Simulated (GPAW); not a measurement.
Consider ZnO (wurtzite (ZnO)1-x(CdO)x, x = 0, P6_3mc).

```xyz
16
Lattice="6.5000 0.0000 0.0000 0.0000 5.6292 0.0000 0.0000 0.0000 5.2070" Properties=species:S:1:pos:R:3 pbc="T T T"
Zn    0.0000    5.6289    0.0034
O     0.0000    1.8755    0.6210
Zn    0.0000    1.8766    2.6063
O     0.0000    0.0009    3.2278
Zn    1.6250    2.8145    0.0033
O     1.6255    4.6901    0.6210
Zn    1.6250    4.6910    2.6062
O     1.6255    2.8155    3.2277
Zn    3.2500    0.0001    0.0032
O     3.2500    1.8755    0.6209
Zn    3.2500    1.8763    2.6061
O     3.2500    0.0009    3.2277
Zn    4.8750    2.8145    0.0033
O     4.8745    4.6901    0.6210
Zn    4.8750    4.6910    2.6062
O     4.8745    2.8155    3.2277
```

Absorber: atom 2, with 3 Zn at 1.97 Å and 1 Zn at 1.99 Å (tetrahedral). Method: GPAW, PBE, excited-electron core hole (neutral cell), 16-atom cell with 5.2 Å between holes, 4×4×4 k points, dipole transitions, Gaussian full width 0.9 eV up to 4 eV, rising linearly to 3.5 eV at 25 eV.

Question: Predict the near-edge structure at the O K edge.

Main maxima up to 24 eV above the zero (height): 7.1 eV (3.05) and 12.5 eV (1.02). A K edge sees empty p states on the absorber. The total-energy difference is 539.11 eV. One term is added: -8.91 eV, since the hole is spin-paired here and a spin-polarised one costs that much less in the free atom (computed apart). The photon energy is then 530.20 eV. The functional leaves an error of a few eV in such absolute values.

The O K spectrum (energy from the bottom of the conduction band, which holds the excited electron; intensity scaled to a mean of 1 over the first 20 eV; polarised curves are means over the symmetry-equivalent atoms):

```
E (eV)  isotropic  ε ⊥ c  ε ∥ c
  -2.0       0.00   0.00   0.00
  -1.5       0.00   0.00   0.00
  -1.0       0.00   0.00   0.00
  -0.5       0.00   0.00   0.00
   0.0       0.00   0.00   0.00
   0.5       0.02   0.02   0.01
   1.0       0.07   0.08   0.06
   1.5       0.15   0.15   0.16
   2.0       0.23   0.24   0.21
   2.5       0.42   0.45   0.34
   3.0       0.72   0.71   0.74
   3.5       1.08   1.05   1.14
   4.0       1.46   1.52   1.35
   4.5       1.80   1.84   1.73
   5.0       2.01   1.94   2.14
   5.5       2.11   2.04   2.24
   6.0       2.53   2.41   2.77
   6.5       2.88   2.94   2.76
   7.0       3.05   3.43   2.27
   7.5       2.81   3.17   2.10
   8.0       1.91   2.01   1.71
   8.5       1.04   0.98   1.18
   9.0       0.78   0.58   1.17
   9.5       0.87   0.56   1.49
  10.0       0.94   0.63   1.55
  10.5       0.91   0.74   1.26
  11.0       0.88   0.86   0.93
  11.5       0.92   1.01   0.72
  12.0       0.98   1.16   0.61
  12.5       1.02   1.25   0.55
  13.0       0.98   1.21   0.52
  13.5       0.87   1.04   0.52
  14.0       0.72   0.81   0.55
  14.5       0.60   0.61   0.59
  15.0       0.53   0.47   0.64
  15.5       0.48   0.39   0.66
  16.0       0.44   0.33   0.66
  16.5       0.41   0.30   0.63
  17.0       0.39   0.29   0.61
  17.5       0.40   0.31   0.60
  18.0       0.44   0.36   0.60
  18.5       0.49   0.43   0.62
  19.0       0.55   0.50   0.66
  19.5       0.63   0.58   0.73
  20.0       0.70   0.65   0.81
  20.5       0.78   0.72   0.89
  21.0       0.84   0.79   0.94
  21.5       0.90   0.87   0.96
  22.0       0.96   0.96   0.94
  22.5       1.00   1.06   0.89
  23.0       1.05   1.16   0.83
  23.5       1.11   1.28   0.78
  24.0       1.18   1.39   0.76
  24.5       1.26   1.49   0.79
  25.0       1.33   1.56   0.87
  25.5       1.38   1.57   1.01
  26.0       1.41   1.52   1.19
  26.5       1.40   1.42   1.37
  27.0       1.36   1.29   1.50
  27.5       1.28   1.14   1.56
  28.0       1.19   1.01   1.53
  28.5       1.08   0.91   1.42
  29.0       0.98   0.84   1.25
  29.5       0.89   0.80   1.08
```

The holes are only 5.2 Å apart, so the shape is probably not converged with cell size; no larger cell was run here. The mesh is coarse (0.30 Å⁻¹ between points), so small maxima may be mesh ripples.

[Banner, clock and machine lines of the logs are left out without a mark of their own.]

[Logs are printed without paths, hosts, clocks, repeated set-up lines and the standing remarks that a program may print on its own settings, such as how far it seeks lower states.]

[Hosts, paths, dates, database ids (printed as entryN), source tags and the programs' standing remarks are cut or masked in the printed files.]

[Lists of maxima count a maximum above −3 eV only where it reaches 4 % of the highest in the window and stands out from its surroundings by 2 % of it (1.5 % where it reaches 55 %); shoulders and weaker maxima are passed over, and of the rest the first, up to two pre-edge ones and the few strongest are named.]
